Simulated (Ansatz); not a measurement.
Runs of Ansatz 0.2.0 on Li. Symmetry: Im-3m, No. 229, cubic system. The conventional cell has a = 3.509 Å, b = 3.509 Å, c = 3.509 Å, α = 90.00°, β = 90.00°, γ = 90.00°. Li (site symmetry m-3m) has 8 Li at 3.04 Å as nearest neighbours. 

```tsv
task	level	potentials or basis	spin	cell	k mesh	cutoff (eV)	smearing	points for each segment of the path	atoms under strain	other keys	mesh quality	gap on the mesh (eV)	pressure (GPa)
electric field gradients	r2SCAN0	Ansatz PAW earlier set	off	as given	8 × 8 × 8	780	tetrahedron uncorrected	-	-	scf.occupations.width = left out; …	not flagged	none	(c)
density of states	rPW86-PBE	Ansatz PAW polarizable	off	cell strained at random at fixed volume	8 × 8 × 8	420	gaussian 0.05 eV	-	-	-	not flagged	none	-1.0
atomic charges	r2SCAN0	Ansatz PAW earlier set	off	as given	8 × 8 × 8	780	fermi-dirac 0.01 eV	-	-	scf.n_extra_bands = 2; scf.mixing.preconditioner = resta	not flagged	none	-0.1
band structure	BLYP+D3(BJ)-ATM	Ansatz PAW earlier set	off	as given	11 × 11 × 11	780	cold 0.025 eV	14	-	-	not flagged	none	-3.3
electron localisation function	rPW86-PBE+rVV10	Ansatz PAW earlier set	collinear, random start	as given	11 × 11 × 11	780	fermi-dirac 0.05 eV	-	-	-	not flagged	none	-1.1
single point	HSE03	PseudoDojo standard (PBE files)	off	as given	7 × 7 × 7	1007	fermi-dirac 0.025 eV	-	-	-	coarse	none	-0.5
Wannier functions	m-r2SCAN	Ansatz PAW earlier set	off	as given	11 × 11 × 11	780	gaussian 0.01 eV	-	-	-	not flagged	none	-
atomic charges	r2SCAN+D3(BJ)-ATM	PseudoDojo standard (LDA files)	off	as given	11 × 11 × 11	1007	fermi-dirac 0.025 eV	-	-	-	not flagged	none	(a)
density of states	SVWN5	JTH PAW LDA	off	as given	11 × 11 × 11	1200	fermi-dirac 0.05 eV	-	-	-	not flagged	none	-1.6
elastic constants	PBE+D4	JTH PAW	off	as given	9 × 9 × 9	1170	cold 0.01 eV	-	relaxed	hamiltonian.dispersion = d4	not flagged	none	(b)
electron localisation function	PBE0+D3(BJ)-ATM	SPMS NC	off	volume scaled by 0.96	7 × 7 × 7	707	fermi-dirac 0.05 eV	-	-	-	coarse	none	-1.2
```

**Question.** Estimate the missing entries.

**Answer.** (a) -0.7; (b) -0.9; (c) 0.1.

Caveats: some runs use coarse meshes; the potentials were made for another functional, which shifts forces and pressure (some runs); pairwise dispersion overbinds metals, which lowers pressure and volume (some runs); the thresholds are loose for stress (some runs); the PAW data sets were made with another functional, which shifts forces and pressure a little (some runs); the starting moments weren't kept (some runs); the meta-GGA runs on potentials made for a GGA (some runs); the elastic tensor has a negative eigenvalue, so either the cell is unstable as it stands or the mesh is too thin (some runs).

A gap of «none» marks a metal or a gap under the smearing width.
